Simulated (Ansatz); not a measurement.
## C under changes of volume

One of the cells (5.672 Å³/atom); the others are scaled copies at fixed shape and fractional positions:

```
C
1.0
     0.00000    1.78337    1.78337
     1.78337    0.00000    1.78337
     1.78337    1.78337    0.00000
C
2
Direct
  0.75000 0.75000 0.75000
  0.50000 0.50000 0.50000
```

This isn't the form of C at room conditions, which is graphite.

| Property | Result |
| --- | --- |
| Program | Ansatz 0.2.0 |
| Functional | B3LYP |
| Potentials or basis | Ansatz PAW |
| Cutoff | 420 eV (not typed: the program's choice for these potentials) |
| k mesh | 7 × 7 × 7 |
| Occupations | fermi-dirac, width 0.05 eV |
| Spin | no spin polarisation |

```csv
volume (Å³/atom),energy over the lowest point (meV/atom),pressure (GPa),gap on the mesh (eV)
5.332,32.14,31.2,6.30
5.445,?,?,?
5.558,3.49,9.7,6.18
5.672,0.00,0.4,6.12
5.785,2.87,-8.1,6.06
5.899,11.40,-15.8,6.01
6.012,25.24,-22.9,5.96
```

Task: What does the run at 5.445 Å³/atom give?

Result: Energy over the lowest point 14.11 meV/atom; pressure 20.0 GPa; gap on the mesh 6.24 eV.

Worked out: A Birch-Murnaghan fit of order 3 (a polynomial in V^(-2/3)) to the other rows has its minimum at 5.68 Å³/atom with B0 = V·E''(V) = 446 GPa and B' = 3.9. It gives 13.99 meV/atom at 5.445 Å³/atom, against the run's 14.11, and -dE/dV = 20.1 GPa, against 20.0. A straight line through the other rows of the gap, of slope -2.85 eV per unit of ln V, gives 6.24 eV, against the run's 6.24.

Energies are extrapolated to zero smearing.

Caveats: all runs use coarse meshes; odd divisions of the mesh miss points on the zone boundary, where band edges often lie, so the gap on the mesh can be too wide; the PAW data sets come from PBE, with cores solved anew for the run's functional, which leaves a small shift of forces and pressure; the thresholds are loose for stress.

A mesh can miss the band edges.
